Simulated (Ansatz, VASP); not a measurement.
# Two plane-wave programs on As

```
As
1.0
     2.70368    0.00000    0.00000
     0.00000    2.70368    0.00000
     0.00000    0.00000    2.70368
As
1
Direct
  0.50000 0.50000 0.50000
```

This isn't the form of As at room conditions, which is rhombohedral.

Alike in both runs: task relaxation of cell and atoms; functional r2SCAN; k mesh 10 × 10 × 10; occupations fermi-dirac, width 0.05 eV; no spin polarisation.

|  | VASP | Ansatz |
| --- | --- | --- |
| version | VASP 6.6.1 | Ansatz 0.2.0 |
| potentials or method | VASP PAW PBE potentials, release 64 (As) | Ansatz PAW |
| plane-wave cutoff (eV) | 600 | 500 |
| valence electrons in the cell | 5 | 15 |

```csv
,VASP,Ansatz,Ansatz less VASP
"gap on the k mesh at the Fermi level, each at its own relaxed structure (eV)",none,none,-
relaxed volume (Å³/atom),19.72,19.73,+0.010
relaxed cell length with the largest relative difference (Å),2.702,2.702,+0.0004
```

A gap of «none» marks a metal or a gap that the smearing closes. The two sets of potentials don't hold the same shells in valence.

Caveats: the PAW data sets were made with another functional, which shifts forces and pressure a little (VASP); the plane-wave basis is chosen anew once the cell has moved, so the energies of steps on either side of that aren't comparable (Ansatz); the PAW data sets come from PBE, with cores solved anew for the run's functional, which leaves a small shift of forces and pressure (Ansatz).
